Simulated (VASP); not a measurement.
# PtS2 (P-3m1) in VASP: further runs

One crystal, PtS2, is run at these levels: LDA, rev-vdW-DF2, r2SCAN; tasks: relaxation of cell and atoms.

Everything below comes from runs of VASP 6.6.1. Logs are shortened: lines on timing, memory, paths and dates and some standing lists are left out, and cuts for length are marked.

## 1. The crystal as given

The structure is trigonal, space group P-3m1 (No. 164). The conventional cell has a = 3.543 Å, b = 3.543 Å, c = 5.039 Å, α = 90.00°, β = 90.00°, γ = 120.00°. Pt (site symmetry -3m) has 6 S at 2.34 Å as nearest neighbours. Around S (site symmetry 3m) lie 3 Pt at 2.34 Å.

## 2. Relaxation of cell and atoms, LDA

Contents of INCAR:

```
PREC = Accurate
ENCUT = 600
EDIFF = 1E-6
ISMEAR = 0
SIGMA = 0.03
LREAL = F
LASPH = T
NELM = 80
ALGO = Normal
ISIF = 3
LWAVE = F
LCHARG = F
IBRION = 2
NSW = 90
EDIFFG = -0.01
```

Contents of KPOINTS:

```
regular mesh
0
Gamma
  9 9 5
```

Contents of POSCAR:

```
PtS2
1.0
    3.5432000000      0.0000000000      0.0000000000
   -1.7716000000      3.0685012107      0.0000000000
    0.0000000000      0.0000000000      5.0388000000
Pt S
1 2
Direct
    0.0000000000      0.0000000000      0.0000000000
    0.3333333333      0.6666666667      0.2270000000
    0.6666666667      0.3333333333      0.7730000000
```

Potentials or basis: VASP PAW LDA potentials, release 64 (Pt, S).

On the command line:

```sh
cat potpaw_LDA.64/Pt/POTCAR potpaw_LDA.64/S/POTCAR > POTCAR
mpirun -np 1 vasp_std > vasp.out
```

OUTCAR:

```text
PREC = Accurate
   ENCUT = 600
   EDIFF = 1E-6
   ISMEAR = 0
   LREAL = F
   LASPH = T
   NELM = 80
   ISIF = 3
   IBRION = 2
   NSW = 90
   EDIFFG = -0.01

 ion  position               nearest neighbor table
   1  0.000  0.000  0.000-   2 2.34   3 2.34   3 2.34   2 2.34   3 2.34   2 2.34
   2  0.333  0.667  0.227-   1 2.34   1 2.34   1 2.34
   3  0.667  0.333  0.773-   1 2.34   1 2.34   1 2.34

  LATTYP: Found a hexagonal cell.
 ALAT       =     3.5432000000
 C/A-ratio  =     1.4221043125

  Lattice vectors:

 A1 = (   3.5432000000,   0.0000000000,   0.0000000000)
 A2 = (  -1.7716000000,   3.0685012107,   0.0000000000)
 A3 = (   0.0000000000,   0.0000000000,   5.0388000000)

Analysis of symmetry for initial positions (statically):
=====================================================================
 Subroutine PRICEL returns:
 Original cell was already a primitive cell.

 Routine SETGRP: Setting up the symmetry group for a
 hexagonal supercell.

 Subroutine GETGRP returns: Found 12 space group operations
 (whereof 12 operations were pure point group operations)
 out of a pool of 24 trial point group operations.

The static configuration has the point symmetry D_3d.

Analysis of symmetry for dynamics (positions and initial velocities):
=====================================================================
 Subroutine PRICEL returns:
 Original cell was already a primitive cell.

 Routine SETGRP: Setting up the symmetry group for a
 hexagonal supercell.

 Subroutine GETGRP returns: Found 12 space group operations
 (whereof 12 operations were pure point group operations)
 out of a pool of 24 trial point group operations.

The dynamic configuration has the point symmetry D_3d.

 Subroutine INISYM returns: Found 12 space group operations
 (whereof 12 operations are pure point group operations),
 and found     1 'primitive' translations

----------------------------------------------------------------------------------------

                                     Primitive cell

  volume of cell :      54.7834

  direct lattice vectors                    reciprocal lattice vectors
     3.543200000  0.000000000  0.000000000     0.282230752  0.162946001  0.000000000
    -1.771600000  3.068501211  0.000000000     0.000000000  0.325892001  0.000000000
     0.000000000  0.000000000  5.038800000     0.000000000  0.000000000  0.198459951

  length of vectors
     3.543200000  3.543200000  5.038800000     0.325892001  0.325892001  0.198459951

  position of ions in fractional coordinates (direct lattice)
[... 121 lines left out ...]

 number of electron      22.0000001 magnetization

 Free energy of the ion-electron system (eV)
  ---------------------------------------------------
  ext. energy  EPLUGINS =         0.00000000
  ---------------------------------------------------
  free energy    TOTEN  =       -18.12425288 eV

  energy without entropy =      -18.12425288  energy(sigma->0) =      -18.12425288

------------------------ aborting loop because EDIFF is reached ----------------------------------------

  FORCE on cell =-STRESS in cart. coord.  units (eV):
  Direction    XX          YY          ZZ          XY          YZ          ZX
  --------------------------------------------------------------------------------------
  -------------------------------------------------------------------------------------
  Total        1.2647246      1.2647246      1.1485660      0.0000000      0.0000000      0.0000000
  in kB       36.9877126     36.9877126     33.5905761      0.0000000      0.0000000      0.0000000
  external PRESSURE =      35.8553338 kB  Pullay stress =       0.0000000 kB
[... 92 lines left out ...]
  FREE ENERGIE OF THE ION-ELECTRON SYSTEM (eV)
  ---------------------------------------------------
  free  energy   TOTEN  =       -18.1494577186 eV

  energy  without entropy=      -18.1494577186  energy(sigma->0) =      -18.14945772

[... ionic steps 4 to 21 ...]

--------------------------------------- Ionic step       22  -------------------------------------------

 number of electron      21.9999999 magnetization

------------------------ aborting loop because EDIFF is reached ----------------------------------------
[... 69 lines left out ...]
--------------------------------------- Ionic step       24  -------------------------------------------

 number of electron      21.9999999 magnetization

 Free energy of the ion-electron system (eV)
  ---------------------------------------------------
  ext. energy  EPLUGINS =         0.00000000
  ---------------------------------------------------
  free energy    TOTEN  =       -18.21526047 eV

  energy without entropy =      -18.21506752  energy(sigma->0) =      -18.21516399

 E-fermi :   8.4487     XC(G=0): -11.5219

 val. band max:        8.2082372614   @ k =   0.0000   0.1111   0.2000
 cond. band min:       8.4780344804   @ k =  -0.1111   0.3333   0.4000
 fundamental gap:      0.2697972190
 Fermi energy:         8.4486868692

 k-point     1 :       0.0000    0.0000    0.0000
  band No.  band energies     occupation
      1      -7.8442      2.00000
      2      -4.0505      2.00000
      3       0.4581      2.00000
      4       1.0140      2.00000
      5       1.0140      2.00000
      6       3.9833      2.00000
      7       3.9833      2.00000
      8       5.8688      2.00000
      9       6.7552      2.00000
     10       6.7552      2.00000
     11       8.5516      0.00000
     12       9.4760      0.00000
     13       9.4760      0.00000
     14      11.6437      0.00000
[... 401 lines left out ...]
      2      -4.9023      2.00000
      3       0.8629      2.00000
      4       1.4375      2.00000
      5       2.0322      2.00000
      6       2.7960      2.00000
      7       3.5624      2.00000
      8       4.6916      2.00000
      9       5.8123      2.00000
     10       6.2832      2.00000
     11       7.5229      2.00000
     12       8.8096      0.00000
     13       9.5794      0.00000
     14      13.1913      0.00000
     15      14.7560      0.00000

 [... further k-points ...]

------------------------ aborting loop because EDIFF is reached ----------------------------------------

  FORCE on cell =-STRESS in cart. coord.  units (eV):
  Direction    XX          YY          ZZ          XY          YZ          ZX
  --------------------------------------------------------------------------------------
  -------------------------------------------------------------------------------------
  Total        0.0222039      0.0222039     -0.0142819      0.0000000      0.0000000      0.0000000
  in kB        0.7123016      0.7123016     -0.4581642      0.0000000      0.0000000      0.0000000
  external PRESSURE =       0.3221463 kB  Pullay stress =       0.0000000 kB
[... 18 lines left out ...]
  FREE ENERGIE OF THE ION-ELECTRON SYSTEM (eV)
  ---------------------------------------------------
  free  energy   TOTEN  =       -18.2152604687 eV

  energy  without entropy=      -18.2150675163  energy(sigma->0) =      -18.21516399

 reached required accuracy - stopping structural energy minimisation
```

OSZICAR:

```text
N       E                     dE             d eps       ncg     rms          rms(c)
DAV:   1     0.125527289560E+03    0.12553E+03   -0.11484E+04  1516   0.147E+03
DAV:   2    -0.136204697968E+02   -0.13915E+03   -0.13617E+03  1871   0.265E+02
[... 205 lines left out ...]
  23 F= -.18215105E+02 E0= -.18215009E+02  d E =-.211718E-03
       N       E                     dE             d eps       ncg     rms          rms(c)
DAV:   1    -0.182156079123E+02   -0.50278E-03   -0.49436E-02  1500   0.156E+00    0.176E-01
DAV:   2    -0.182153373830E+02    0.27053E-03   -0.33359E-03  1871   0.541E-01    0.112E-01
DAV:   3    -0.182152793949E+02    0.57988E-04   -0.13536E-04  1766   0.107E-01    0.506E-02
DAV:   4    -0.182152604515E+02    0.18943E-04   -0.12597E-04  1626   0.758E-02    0.195E-02
DAV:   5    -0.182152604687E+02   -0.17144E-07   -0.29896E-06  1708   0.149E-02
  24 F= -.18215260E+02 E0= -.18215164E+02  d E =-.366976E-03
```

Run time: 7.5 min. Hardware: 1 thread of Intel Xeon Platinum 8488C (Sapphire Rapids), shared host; peak memory 0.2 GiB.

What came out:

```
Free energy                            : -18.2153 eV
Relaxed volume                         : 16.65 Å³/atom
Relaxed cell                           : a = 3.560 Å, b = 3.560 Å, c = 4.550 Å, α = 90.00°, β = 90.00°, γ = 120.00°
Space group after relaxing (to 0.05 Å) : P-3m1 (No. 164)
Energy gained by relaxing              : 30.3 meV/atom
Ionic steps                            : 24
Pressure after relaxing                : 0.0 GPa
Largest force after relaxing           : 0.004 eV/Å
Band gap on the k mesh                 : none (metal or under the smearing width)
```

Forces in eV/Å, atoms in the order of the input:
```
Pt   0.000  0.000  0.000
S    0.000  0.000  0.004
S    0.000  0.000 -0.004
```

Step by step:
```tsv
step	energy change (eV)	largest force (eV/Å)	pressure (GPa)	volume (Å³)
1	0.0000	0.8050	3.59	54.78
2	0.0381	0.4672	-7.52	58.09
3	-0.0252	0.2794	-1.14	56.02
4	-0.0369	0.1819	-0.84	55.49
5	-0.0434	0.0329	-0.36	54.71
6	-0.0492	0.0890	0.15	54.14
7	-0.0613	0.2619	1.93	52.42
8	-0.0500	0.6195	6.65	49.01
9	-0.0624	0.4083	3.53	51.27
10	-0.0632	0.4048	3.49	51.23
11	-0.0656	0.3945	3.38	51.11
12	-0.0699	0.3742	3.24	50.87
13	-0.0771	0.3344	2.92	50.37
14	-0.0846	0.2594	2.51	49.36
15	-0.0843	0.2137	2.44	48.93
16	-0.0848	0.2332	2.47	49.10
17	-0.0876	0.1832	1.77	49.37
18	-0.0906	0.0608	0.10	50.07
19	-0.0906	0.0555	0.02	50.10
20	-0.0907	0.0511	-0.01	50.09
21	-0.0908	0.0396	0.03	50.05
22	-0.0910	0.0162	0.03	49.98
23	-0.0909	0.0309	0.05	49.84
24	-0.0910	0.0040	0.03	49.94
```

Final structure:
```
Pt S
1.0
     3.56028    0.00000    0.00000
    -1.78014    3.08329    0.00000
     0.00000    0.00000    4.54964
Pt S
1 2
Direct
  0.00000 0.00000 0.00000
  0.33333 0.66667 0.26123
  0.66667 0.33333 0.73877
```

The run has no spin-orbit coupling, so splittings on Pt are missing. Zero-point motion and thermal expansion aren't in these numbers.

## 3. Relaxation of cell and atoms, LDA

This run uses another cell than the first one, of 16.65 Å³/atom, 0.912 times its volume.

Edit INCAR of step 2 so:

```diff
@@ -2,3 +2,3 @@
 ENCUT = 600
-EDIFF = 1E-6
+EDIFF = 1E-7
 ISMEAR = 0
@@ -14,2 +14,2 @@
 NSW = 90
-EDIFFG = -0.01
+EDIFFG = -0.005
```

KPOINTS is that of step 2.

Contents of POSCAR:

```
PtS2                                    
1.0
    3.5602779468      0.0000000000      0.0000000000
   -1.7801389734      3.0832911465     -0.0000000000
    0.0000000000      0.0000000000      4.5496385116
  Pt              S             
     1     2
Direct
     0.0000000000000000    0.0000000000000000    0.0000000000000000
     0.3333333332999970    0.6666666667000030    0.2612311615896669
     0.6666666667000030    0.3333333332999970    0.7387688384103330
```

Potentials or basis: VASP PAW LDA potentials, release 64 (Pt, S).

On the command line:

```sh
cat potpaw_LDA.64/Pt/POTCAR potpaw_LDA.64/S/POTCAR > POTCAR
mpirun -np 1 vasp_std > vasp.out
```

Wall time 88 s (1 thread of Intel Xeon Platinum 8488C (Sapphire Rapids), shared host); peak memory 0.18 GiB.

It converged, with:

| Property | Result |
| --- | --- |
| Free energy | -18.2149 eV |
| Energy gained by relaxing | 0.0 meV/atom |
| Ionic steps | 4 |
| Pressure after relaxing | 0.0 GPa |
| Band gap on the k mesh | none (metal or under the smearing width) |

Forces on the atoms (eV/Å):
```
Pt   0.000  0.000  0.000
S    0.000  0.000  0.002
S    0.000  0.000 -0.002
```

Final structure:
```cif
data_structure
_symmetry_space_group_name_H-M 'P 1'
_symmetry_Int_Tables_number 1
_cell_length_a 3.5613
_cell_length_b 3.5613
_cell_length_c 4.5469
_cell_angle_alpha 90.000
_cell_angle_beta 90.000
_cell_angle_gamma 120.000
_cell_volume 49.94
loop_
_atom_site_label
_atom_site_type_symbol
_atom_site_fract_x
_atom_site_fract_y
_atom_site_fract_z
_atom_site_occupancy
Pt1 Pt 0.00000 0.00000 0.00000 1
S1 S 0.33333 0.66667 0.26128 1
S2 S 0.66667 0.33333 0.73872 1
```

Levels at points of the mesh, in eV from the Fermi level:
| k point | band 9 | band 10 | band 11 | band 12 | band 13 | band 14 |
| --- | --- | --- | --- | --- | --- | --- |
| (0.00, 0.00, 0.00) | -1.69 | -1.69 | 0.11 | 1.03 | 1.03 | 3.19 |

The run has no spin-orbit coupling, so splittings on Pt are missing.

(Continued in part 2 of 2.)
